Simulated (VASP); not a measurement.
SnSe2, 3 atoms in the cell. The structure is trigonal, space group P-3m1 (No. 164). Conventional cell: a = 3.839 Å, b = 3.839 Å, c = 6.009 Å, α = 90.00°, β = 90.00°, γ = 120.00°. Around Sn (site symmetry -3m) lie 6 Se at 2.73 Å. Se (site symmetry 3m) has 3 Sn at 2.73 Å as nearest neighbours. 

- Program: VASP 6.6.1
- Task: relaxation of cell and atoms
- Functional: PBE
- Dispersion: D3(BJ)
- Potentials or basis: VASP PAW PBE potentials, release 64 (Sn_d, Se)
- Cutoff: 600 eV
- k mesh: 9 × 9 × 5
- Occupations: gaussian, width 0.03 eV
- Spin: no spin polarisation
- Further INCAR settings: ALGO = Normal; EDIFF = 1e-07; IBRION = 2; EDIFFG = -0.005; NSW = 90; ISIF = 3

Potentials or basis: VASP PAW PBE potentials, release 64 (Sn_d, Se).

Command:

```console
$ cat potpaw_PBE.64/Sn_d/POTCAR potpaw_PBE.64/Se/POTCAR > POTCAR
$ mpirun -np 1 vasp_std > vasp.out
```

Hardware: 1 thread of Intel(R) Xeon(R) 6975P-C (Granite Rapids), with other jobs on the host.

How long does it take, and how much memory?

Run time: 51 s on 1 thread of Intel(R) Xeon(R) 6975P-C (Granite Rapids), with other jobs on the host, peak memory 0.28 GiB. Counts: scf iterations 21, k points 50, ion steps 2.
